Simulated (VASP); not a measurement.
# CdTe (F-43m) in VASP: a series of runs

Runs on CdTe. Level: LDA. Tasks: single point, relaxation of cell and atoms.

All numbers are computed with VASP 6.6.1; they aren't measurements. Logs are shortened: lines on timing, memory, paths and dates and some standing lists are left out, and cuts for length are marked.

**Experimental background.**

A printed reference work, data compilation reports, for a bulk crystal of CdTe at 0 K: band gap 1.607 eV.

How close the calculation comes is told below.

### 1 The cell of the first run

It takes space group F-43m (No. 216, cubic). Conventional cell: a = 6.410 Å, b = 6.410 Å, c = 6.410 Å, α = 90.00°, β = 90.00°, γ = 90.00°. Within 3.7 Å of Cd (site symmetry -43m) lie 4 Te at 2.78 Å. Within 3.7 Å of Te (site symmetry -43m) lie 4 Cd at 2.78 Å.

### 2 Single point, LDA

The input, INCAR:

```
SYSTEM = CdTe
  ALGO = Normal
  EDIFF = 1E-6
  ENCUT = 520
  ISIF = 2
  ISMEAR = 0
  LASPH = .True.
  LCHARG = .True.
  LELF = .True.
  LREAL = .False.
  LVHAR = .True.
  LWAVE = .False.
  NBANDS = 16
  NELM = 100
  PREC = Accurate
  SIGMA = 0.02
```

The input, KPOINTS:

```
k-points
0
Gamma
  8 8 8
  0 0 0
```

The input, POSCAR:

```
CdTe
1.0
    0.0000000000      3.2050000000      3.2050000000
    3.2050000000      0.0000000000      3.2050000000
    3.2050000000      3.2050000000      0.0000000000
Cd Te
1 1
Direct
    0.0000000000      0.0000000000      0.0000000000
    0.7500000000      0.7500000000      0.7500000000
```

Potentials or basis: VASP PAW LDA potentials, release 64 (Cd, Te).

Started as:

```bash
> cat potpaw_LDA.64/Cd/POTCAR potpaw_LDA.64/Te/POTCAR > POTCAR
> mpirun -np 1 vasp_std > vasp.out
```

OUTCAR:

```text
SYSTEM = CdTe
   EDIFF = 1E-6
   ENCUT = 520
   ISIF = 2
   ISMEAR = 0
   LASPH = .True.
   LREAL = .False.
   NELM = 100
   PREC = Accurate

 ion  position               nearest neighbor table
   1  0.000  0.000  0.000-   2 2.78   2 2.78   2 2.78   2 2.78
   2  0.750  0.750  0.750-   1 2.78   1 2.78   1 2.78   1 2.78

  LATTYP: Found a face centered cubic cell.
 ALAT       =     6.4100000000

  Lattice vectors:

 A1 = (   0.0000000000,   3.2050000000,   3.2050000000)
 A2 = (   3.2050000000,   0.0000000000,   3.2050000000)
 A3 = (   3.2050000000,   3.2050000000,   0.0000000000)

Analysis of symmetry for initial positions (statically):
=====================================================================
 Subroutine PRICEL returns:
 Original cell was already a primitive cell.

 Routine SETGRP: Setting up the symmetry group for a
 face centered cubic supercell.

 Subroutine GETGRP returns: Found 24 space group operations
 (whereof 24 operations were pure point group operations)
 out of a pool of 48 trial point group operations.

The static configuration has the point symmetry T_d .

Analysis of symmetry for dynamics (positions and initial velocities):
=====================================================================
 Subroutine PRICEL returns:
 Original cell was already a primitive cell.

 Routine SETGRP: Setting up the symmetry group for a
 face centered cubic supercell.

 Subroutine GETGRP returns: Found 24 space group operations
 (whereof 24 operations were pure point group operations)
 out of a pool of 48 trial point group operations.

The dynamic configuration has the point symmetry T_d .

 Subroutine INISYM returns: Found 24 space group operations
 (whereof 24 operations are pure point group operations),
 and found     1 'primitive' translations

----------------------------------------------------------------------------------------

                                     Primitive cell

  volume of cell :      65.8437

  direct lattice vectors                    reciprocal lattice vectors
     0.000000000  3.205000000  3.205000000    -0.156006240  0.156006240  0.156006240
     3.205000000  0.000000000  3.205000000     0.156006240 -0.156006240  0.156006240
     3.205000000  3.205000000  0.000000000     0.156006240  0.156006240 -0.156006240

  length of vectors
     4.532554467  4.532554467  4.532554467     0.270210734  0.270210734  0.270210734

  position of ions in fractional coordinates (direct lattice)
     0.000000000  0.000000000  0.000000000
     0.750000000  0.750000000  0.750000000

  ion indices of the primitive-cell ions
   primitive index   ion index
                 1           1
                 2           2

----------------------------------------------------------------------------------------

 KPOINTS: k-points

Automatic generation of k-mesh.
 Grid dimensions read from file:
 generate k-points for:    8    8    8

 Generating k-lattice:

  Cartesian coordinates                     Fractional coordinates (reciprocal lattice)
    -0.019500780  0.019500780  0.019500780     0.125000000  0.000000000  0.000000000
     0.019500780 -0.019500780  0.019500780     0.000000000  0.125000000  0.000000000
     0.019500780  0.019500780 -0.019500780     0.000000000  0.000000000  0.125000000

  Length of vectors
     0.033776342  0.033776342  0.033776342

  Shift w.r.t. Gamma in fractional coordinates (k-lattice)
     0.000000000  0.000000000  0.000000000

 Subroutine IBZKPT returns following result:
 ===========================================

 Found     29 irreducible k-points:

 Following reciprocal coordinates:
            Coordinates               Weight
  0.000000  0.000000  0.000000      1.000000
  0.125000  0.000000  0.000000      8.000000
  0.250000  0.000000  0.000000      8.000000
  0.375000  0.000000  0.000000      8.000000
  0.500000  0.000000  0.000000      4.000000
  0.125000  0.125000  0.000000      6.000000
[... 16 lines left out ...]
  0.500000  0.250000  0.125000     48.000000
 -0.375000  0.250000  0.125000     24.000000
 [... further k-points ...]
   k-points           NKPTS =     29   k-points in BZ     NKDIM =     29   number of bands    NBANDS=     16
   number of dos      NEDOS =    301   number of ions     NIONS =      2
   total plane-waves  NPLWV =  46656
   dimension x,y,z NGX =    36 NGY =   36 NGZ =   36
   dimension x,y,z NGXF=    72 NGYF=   72 NGZF=   72
   ions per type =               1   1
   NGX,Y,Z   is equivalent  to a cutoff of  13.20, 13.20, 13.20 a.u.
   NGXF,Y,Z  is equivalent  to a cutoff of  26.41, 26.41, 26.41 a.u.
 SYSTEM =  CdTe
   PREC   = accura    normal or accurate (medium, high low for compatibility)
   ISTART =      0    job   : 0-new  1-cont  2-samecut
   ICHARG =      2    charge: 1-file 2-atom 10-const
   ISPIN  =      1    spin polarized calculation?
   LNONCOLLINEAR =      F non collinear calculations
   LSORBIT =      F    spin-orbit coupling
   LASPH  =      T    aspherical Exc in radial PAW
   ENCUT  =  520.0 eV  38.22 Ry    6.18 a.u.   8.43  8.43  8.43*2*pi/ulx,y,z
   NELM   =    100;   NELMIN=  2; NELMDL= -5     # of ELM steps
   EDIFF  = 0.1E-05   stopping-criterion for ELM
   LREAL  =      F    real-space projection
   EDIFFG = 0.1E-04   stopping-criterion for IOM
   NSW    =      0    number of steps for IOM
   IBRION =     -1    ionic relax: 0-MD 1-quasi-New 2-CG
   NFREE  =      0    steps in history (QN), initial steepest desc. (CG)
   ISIF   =      2    stress and relaxation
   ISYM   =      2    0-nonsym 1-usesym 2-fastsym
   POTIM  = 0.5000    time-step for ionic-motion
   TEBEG  =    0.0;   TEEND  =   0.0 temperature during run
   PSTRESS=    0.0 pullay stress
   NELECT =      18.0000    total number of electrons
   NUPDOWN=      -1.0000    fix difference up-down
   EMIN   =  10.00;   EMAX   =-10.00  energy-range for DOS
   EFERMI =   0.00;   METHOD = LEGACY
   ISMEAR =     0;   SIGMA  =   0.02  broadening in eV -4-tet -1-fermi 0-gaus
   EFERMI_NEDOS =   21; number of points for ismear=-14 and -15
   IALGO  =     38    algorithm
   IMIX   =      4    mixing-type and parameters
     AMIX     =   0.40;   BMIX     =  1.00
     AMIX_MAG =   1.60;   BMIX_MAG =  1.00
  volume/ion in A,a.u.               =      32.92       222.17
  Fermi-wavevector in a.u.,A,eV,Ry     =   1.062497  2.007828 15.359610  1.128899
  Thomas-Fermi vector in A             =   2.197950
   LORBIT       =      0    0 simple, 1 ext, 2 COOP (PROOUT), +10 PAW based schemes
   GGA     = CA    functional components
   LHFCALC =     F    Hartree Fock is set to
   AEXX    =    0.0000 exact exchange contribution
   IVDW    =     0    specifies the selected vdW correction
   LEPSILON=     F    determine dielectric tensor
   LRPA    =     F    only Hartree local field effects (RPA)
 non-spin polarized calculation
 Gauss-broadening in eV      SIGMA  =   0.02
  energy-cutoff  :      520.00
  volume of cell :       65.84
 maximum number of plane-waves:      1807
 NGX is ok and might be reduce to    36
   NGX = 17   NGY = 17   NGZ = 17

 number of electron      17.9999995 magnetization

 Free energy of the ion-electron system (eV)
  ---------------------------------------------------
  ext. energy  EPLUGINS =         0.00000000
  ---------------------------------------------------
  free energy    TOTEN  =        -6.05092075 eV

  energy without entropy =       -6.05092075  energy(sigma->0) =       -6.05092075

 E-fermi :   2.5993     XC(G=0):  -9.0898

 val. band max:        2.4659922237   @ k =   0.0000   0.0000   0.0000
 cond. band min:       3.1193718367   @ k =   0.0000   0.0000   0.0000
 fundamental gap:      0.6533796130
 Fermi energy:         2.5992617315

 k-point     1 :       0.0000    0.0000    0.0000
  band No.  band energies     occupation
      1      -8.9695      2.00000
      2      -5.9457      2.00000
      3      -5.9457      2.00000
      4      -5.9457      2.00000
      5      -5.6563      2.00000
      6      -5.6563      2.00000
[... 8 lines left out ...]
     15      11.8595      0.00000
     16      11.8595      0.00000

 k-point     2 :       0.1250    0.0000    0.0000
  band No.  band energies     occupation
      1      -8.9057      2.00000
      2      -5.9334      2.00000
      3      -5.9334      2.00000
      4      -5.8999      2.00000
      5      -5.6574      2.00000
      6      -5.6574      2.00000
[... 8 lines left out ...]
     15      11.0667      0.00000
     16      11.0667      0.00000

 k-point     3 :       0.2500    0.0000    0.0000
  band No.  band energies     occupation
      1      -8.7504      2.00000
      2      -5.9060      2.00000
      3      -5.9060      2.00000
      4      -5.7412      2.00000
      5      -5.6571      2.00000
      6      -5.6571      2.00000
[... 8 lines left out ...]
     15      10.8574      0.00000
     16      10.8574      0.00000

 k-point     4 :       0.3750    0.0000    0.0000
  band No.  band energies     occupation
      1      -8.5958      2.00000
      2      -5.8834      2.00000
      3      -5.8834      2.00000
      4      -5.6512      2.00000
      5      -5.6512      2.00000
      6      -5.4659      2.00000
[... 8 lines left out ...]
     15      11.6821      0.00000
     16      11.6821      0.00000
[... 324 lines left out ...]
 k-point    22 :       0.3750    0.2500    0.1250
  band No.  band energies     occupation
      1      -8.6366      2.00000
      2      -5.8753      2.00000
      3      -5.8621      2.00000
      4      -5.7169      2.00000
      5      -5.6468      2.00000
      6      -5.5779      2.00000
[... 8 lines left out ...]
     15      12.2373      0.00000
     16      12.8219      0.00000

 k-point    23 :       0.5000    0.2500    0.1250
  band No.  band energies     occupation
      1      -8.5158      2.00000
      2      -5.8538      2.00000
      3      -5.8424      2.00000
      4      -5.6896      2.00000
      5      -5.6462      2.00000
      6      -5.3367      2.00000
[... 8 lines left out ...]
     15      12.3880      0.00000
     16      13.0959      0.00000

 k-point    24 :      -0.3750    0.2500    0.1250
  band No.  band energies     occupation
      1      -8.4670      2.00000
      2      -5.8487      2.00000
      3      -5.8339      2.00000
      4      -5.6753      2.00000
      5      -5.6511      2.00000
      6      -5.1807      2.00000
[... 8 lines left out ...]
     15      12.4790      0.00000
     16      13.0550      0.00000

 [... further k-points ...]

------------------------ aborting loop because EDIFF is reached ----------------------------------------

  FORCE on cell =-STRESS in cart. coord.  units (eV):
  Direction    XX          YY          ZZ          XY          YZ          ZX
  --------------------------------------------------------------------------------------
  -------------------------------------------------------------------------------------
  Total        0.0989347      0.0989347      0.0989347     -0.0000000      0.0000000      0.0000000
  in kB        2.4073825      2.4073825      2.4073825     -0.0000000      0.0000000      0.0000000
  external PRESSURE =       2.4073825 kB  Pullay stress =       0.0000000 kB

 VOLUME and BASIS-vectors are now :
 -----------------------------------------------------------------------------
  energy-cutoff  :      520.00
  volume of cell :       65.84
      direct lattice vectors                 reciprocal lattice vectors
     0.000000000  3.205000000  3.205000000    -0.156006240  0.156006240  0.156006240
     3.205000000  0.000000000  3.205000000     0.156006240 -0.156006240  0.156006240
     3.205000000  3.205000000  0.000000000     0.156006240  0.156006240 -0.156006240

 POSITION                                       TOTAL-FORCE (eV/Angst)
 -----------------------------------------------------------------------------------
      0.00000      0.00000      0.00000        -0.000000     -0.000000     -0.000000
      4.80750      4.80750      4.80750         0.000000      0.000000      0.000000
 -----------------------------------------------------------------------------------
    total drift:                               -0.000000     -0.000000     -0.000000

  FREE ENERGIE OF THE ION-ELECTRON SYSTEM (eV)
  ---------------------------------------------------
  free  energy   TOTEN  =        -6.0509207468 eV

  energy  without entropy=       -6.0509207468  energy(sigma->0) =       -6.05092075
```

It took 23 s on 1 thread of Intel Xeon Platinum 8259CL at 2.50GHz (Skylake/Cascade Lake), shared host; peak memory 0.18 GiB.

Results:

```yaml
Free_energy: -6.0509 eV
Pressure: 0.2 GPa
Band_gap_on_the_k_mesh: 0.65 eV, direct
```

Caveat: spin-orbit coupling is left out, which moves the levels of the heavy elements.

### 3 Relaxation of cell and atoms, LDA

The input, INCAR:

```
SYSTEM = CdTe
PREC = Accurate
ENCUT = 600
EDIFF = 1E-6
ISMEAR = 0
SIGMA = 0.02
LREAL = .FALSE.
LASPH = .TRUE.
NELM = 100
ALGO = Normal
ISIF = 3
LWAVE = .FALSE.
LCHARG = .FALSE.
GGA = CA
IBRION = 2
NSW = 100
EDIFFG = -0.005
```

The input, KPOINTS:

```
Automatic mesh
0
G
  8 8 8
  0 0 0
```

POSCAR is that of step 2.

Potentials or basis: VASP PAW LDA potentials, release 64 (Cd, Te).

Started as:

```bash
> cat potpaw_LDA.64/Cd/POTCAR potpaw_LDA.64/Te/POTCAR > POTCAR
> mpirun -np 1 vasp_std > vasp.out
```

Run time: 36 s. Hardware: 1 thread of Intel Xeon Platinum 8259CL at 2.50GHz (Skylake/Cascade Lake), shared host; peak memory 0.2 GiB.

It converged, with:

- Free energy: -6.0508 eV
- Relaxed volume: 33.07 Å³/atom
- Relaxed cell: a = 4.539 Å, b = 4.539 Å, c = 4.539 Å, α = 60.00°, β = 60.00°, γ = 60.00°
- Space group after relaxing (to 0.05 Å): F-43m (No. 216)
- Energy gained by relaxing: 0.1 meV/atom
- Ionic steps: 3
- Pressure after relaxing: 0.0 GPa
- Band gap on the k mesh: 0.64 eV, direct

Step by step:
```tsv
step	energy change (eV)	largest force (eV/Å)	pressure (GPa)	volume (Å³)
1	0.0000	0.0000	0.20	65.84
2	-0.0002	0.0000	-0.05	66.24
3	-0.0002	0.0000	-0.01	66.14
```

Final structure:
```yaml
crystal:
  lattice:
    - [0.00000, 3.20986, 3.20986]
    - [3.20986, 0.00000, 3.20986]
    - [3.20986, 3.20986, 0.00000]
  atoms:
    - { symbol: Cd, position: [0.00000, 0.00000, 0.00000] }
    - { symbol: Te, position: [0.75000, 0.75000, 0.75000] }
```

Levels at points of the mesh, in eV from the valence-band top:
```
           k point  band 6  band 7  band 8  band 9  band 10  band 11  band 12  band 13
(0.00, 0.00, 0.00)   -8.11    0.00    0.00    0.00     0.64     4.48     4.48     4.48
(0.50, 0.00, 0.00)   -7.74   -4.66   -0.83   -0.83     1.69     5.08     5.08     6.88
(0.50, 0.50, 0.00)   -7.59   -4.52   -1.99   -1.99     2.38     2.54     8.80     9.13
```

Caveat: spin-orbit coupling is left out, which moves the levels of the heavy elements.

(Continued in part 2 of 2.)
